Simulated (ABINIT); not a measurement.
Runs of ABINIT 10.8.3 (patched build) on B. Symmetry: Pm-3m, No. 221, cubic system. The conventional cell has a = 1.885 Å, b = 1.885 Å, c = 1.885 Å, α = 90.00°, β = 90.00°, γ = 90.00°. Around B (site symmetry m-3m) lie 6 B at 1.89 Å. The cell was built by a generator and needn't be a form met in nature.

| level | gap on the mesh (eV) | pressure (GPa) |
| --- | --- | --- |
| WC | none | -1.9 |
| PW91 | none | (b) |
| AM05 | none | -4.2 |
| RPBE | none | (a) |
| PBEsol | none | -2.6 |
| BLYP | none | 7.7 |
| revPBE | none | 2.9 |
| r2SCAN | none | 0.0 |
| LDA | none | -7.0 |
| SCAN | none | -2.6 |

Alike in all rows: task single point; potentials or basis JTH PAW PBE v2.0; no spin polarisation; cell as given; k mesh 14 × 14 × 14; cutoff (eV) 490; smearing fermi-dirac 0.05 eV.

**Question.** Estimate the missing entries.

**Answer.** (a) 3.6; (b) 0.9.

Caveats: the PAW data sets were made with another functional, which shifts forces and pressure a little.

A gap of «none» marks a metal or a gap under the smearing width.

Runs at the PBE level aren't shown here.
